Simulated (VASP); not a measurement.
Set up this calculation in VASP 6.6.1, as the native input.

| Property | Result |
| --- | --- |
| Task | single point |
| Functional | PBE |
| Potentials or basis | VASP PAW PBE potentials, release 64 (Sb) |
| Cutoff | 500 eV |
| k mesh | 8 × 8 × 8 |
| Occupations | gaussian, width 0.1 eV |
| Spin | no spin polarisation |
| Further INCAR settings | ALGO = Normal; EDIFF = 1e-06 |

The structure of Sb lies in POSCAR:

```
Sb
1.0
    3.1600000000      0.0000000000      0.0000000000
    0.0000000000      3.1600000000      0.0000000000
    0.0000000000      0.0000000000      3.1600000000
Sb
1
Cartesian
    0.0000000000      0.0000000000      0.0000000000
```

This isn't the form of Sb at room conditions, which is rhombohedral.

The input as run:

INCAR

```
ALGO = Normal
EDIFF = 1E-6
ENCUT = 500
GGA = PE
ISIF = 2
ISMEAR = 0
LASPH = True
LCHARG = True
LELF = True
LREAL = False
LVHAR = True
LWAVE = False
NELM = 100
PREC = Accurate
SIGMA = 0.1
```

KPOINTS

```
k-points
0
Gamma
  8 8 8
```

Potentials or basis: VASP PAW PBE potentials, release 64 (Sb).

Launch:

```console
$ cat potpaw_PBE.64/Sb/POTCAR > POTCAR
$ mpirun -np 1 vasp_std > vasp.out
```

Results of the run:

The pressure is -2.3 GPa. The band gap on the k mesh is none (metal or under the smearing width).

Wall time 2.3 s on 1 thread of AMD EPYC 9R45 (Zen 5), with other jobs on the host, peak memory 0.1 GiB.
